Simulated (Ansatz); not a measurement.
Reaction (hydrogen abstraction from the Si–H bond): `F[SiH]([SiH3])Cl` + `F[C](F)F`• → `F[Si]([SiH3])Cl`• + `FC(F)F`

Gas-phase electronic energies from Ansatz, PBE0-D4/def2-TZVP geometries. CCSD(T)/CBS adds triple-zeta CCSD(T) − MP2 to the extrapolated MP2 energy (def2 sets, frozen cores). This one scheme is used for every species. DFT in def2-TZVPP. Open shells (•) are unrestricted, without spin–orbit coupling.

CCSD(T)/CBS gives -78.2 kJ/mol.

Question: Another level gave -72.3 kJ/mol. Which?
A. LDA (SPW92)/def2-TZVPP
B. RPA@PBE/def2-TZVPP
C. r2SCAN-D4/def2-TZVPP
D. PBE/def2-TZVPP

Answer: C. r2SCAN-D4 -72.3, PBE -82.6, RPA@PBE/def2-TZVPP -77.8, LDA (SPW92) -91.1 kJ/mol.

Largest T1 diagnostic among the species: 0.015.

From PBE to PBE0 (25 % exact exchange), in def2-TZVPP and without D4, ΔE moves by +4.0 kJ/mol. In def2-TZVPP, CCSD(T) changes the Hartree–Fock value by −22.7 kJ/mol (the triples alone add −2.1 kJ/mol) and MP2 by −26.0 kJ/mol. Leaving LDA and LC-ωPBE aside and taking each functional with its dispersion term where it has one, the values, not all of them listed here, spread over 12.0 kJ/mol, from PBE-D4 to r2SCAN0-D4. LDA lies −8.5 kJ/mol from PBE without D4.

CCSD(T)/CBS has its own doubt, a few kJ/mol and more with outer-core shells, so smaller differences from it don't rank the levels.
